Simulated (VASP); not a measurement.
Input of a VASP 6.6.1 run:

File INCAR:

```
PREC = Accurate ; ENCUT = 520
EDIFF = 1E-6 ; ISMEAR = 0
SIGMA = 0.1 ; LREAL = F
LASPH = T ; NELM = 60
ALGO = Fast ; ISIF = 2
LWAVE = F ; LCHARG = F
GGA = PS ; NBANDS = 12
```

Contents of KPOINTS:

```
regular mesh
0
Gamma
  32 32 32
```

File POSCAR:

```
Cu
1.0
   -1.4478500000      1.4478500000      1.3611800000
    1.4478500000     -1.4478500000      1.3611800000
    1.4478500000      1.4478500000     -1.3611800000
Cu
1
Direct
    0.0000000000      0.0000000000      0.0000000000
```

Potentials or basis: VASP PAW PBE potentials, release 64 (Cu).

Command:

```sh
$ cat potpaw_PBE.64/Cu/POTCAR > POTCAR
$ mpirun -np 1 vasp_std > vasp.out
```

(1) What does it give for the pressure?

(2) Estimate the band gap on the k mesh.

Results:

(1) 0.1 GPa.

(2) none (metal or under the smearing width).

Caveat: the PAW data sets were made with another functional, which shifts forces and pressure a little.
